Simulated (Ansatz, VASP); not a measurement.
## MgO: VASP beside Ansatz

```
Mg O
1.0
     0.00000    2.12679    2.12679
     2.12679    0.00000    2.12679
     2.12679    2.12679    0.00000
Mg O
1 1
Direct
  0.00000 0.00000 0.00000
  0.50000 0.50000 0.50000
```

Alike in both runs: functional PBE; k mesh 10 × 10 × 10; occupations gaussian, width 0.02 eV; no spin polarisation.

Ansatz relaxed the structure, and its values are those at the end. VASP's run is a single point on that final structure, the one shown.

```csv
,VASP,Ansatz
version,VASP 6.6.1,Ansatz 0.2.0
potentials or method,"VASP PAW PBE potentials, release 64 (Mg, O)","scalar-relativistic, plane waves, PAW"
plane-wave cutoff (eV),520,420
valence electrons in the cell,8,16
```

```tsv
	VASP	Ansatz	Ansatz less VASP
gap on the k mesh at the Fermi level (eV)	4.45	4.46	+0.017
least direct gap on the mesh (eV)	4.45	4.46	+0.017
pressure (GPa)	-0.7	0.0	+0.74
```

With one functional, cell and mesh, what is left measures potentials, basis and numerics. The two sets of potentials don't hold the same shells in valence.

Expect the measured gap to be larger: semilocal functionals such as PBE lack the derivative discontinuity.
